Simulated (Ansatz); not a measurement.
TaN at a changed volume — quadrupolar parameters

The cell is a structure deposited in the COD, relaxed with PBE at fixed cell and then changed (volume scaled by 1.04, ions relaxed).

Space group P-62m (No. 189); a = 5.2644, c = 2.9493 Å, γ = 120.00°.

```
site  Wyckoff  site symmetry       x       y       z
 Ta1       2d           -6..  0.3333  0.6667  0.5000
 Ta3       1a           -62m  0.0000  0.0000  0.0000
   N       3f            m2m  0.3916  0.0000  0.0000
```

One atom of each set is listed.

Computed with Ansatz: DFT, PBE, plane waves and PAW, scalar-relativistic, collinear spin, 420 eV cutoff, Γ-centred 10×10×16 k-points, Fermi–Dirac smearing 0.05 eV. Start moments as typed (μB): 2 on each Ta, none on the rest.

Conventions: |V_zz| ≥ |V_yy| ≥ |V_xx|, η = (V_xx − V_yy)/V_zz, C_Q = eQV_zz/h.

181Ta: I = 7/2, Q = 3170 mb; ¹⁴N: I = 1, Q = 20.44 mb. Nuclear quadrupole moments: year-2017 set (Pyykkö).

Problem. Which values are expected at the nuclei?

Solution. 

| site | atoms | first shell | V_zz (10²¹ V/m²) | η | C_Q (MHz) |
| --- | --- | --- | --- | --- | --- |
| Ta1 | 2 | 6 N at 2.19 Å | -18.19 | 0.00 | -1394 |
| Ta3 | 1 | 3 N at 2.06 Å; also 3 N at 3.20 Å | 13.19 | 0.00 | 1011 |
| N | 3 | 5 Ta at 2.06–2.19 Å | -1.50 | 0.29 | -0.741 |

An axis of threefold or higher order runs through Ta1 and Ta3, so V_zz lies along it and η is zero. At N V_zz points along its shortest bond, to Ta (within 1°).

With no gap above 0.1 eV, as in a metal, the gradients converge slowly in k; expect changes of a tenth or more on a denser mesh. Without spin–orbit coupling the gradients at and beside Ta can be off by some per cent, at some sites by more. With these PAW files V_zz is typically within 2 to 3 % of all-electron values, but misses above 10 % occur on Ta. At this changed cell the PBE pressure is -7 GPa. The start moments die out, and the run ends without spin.
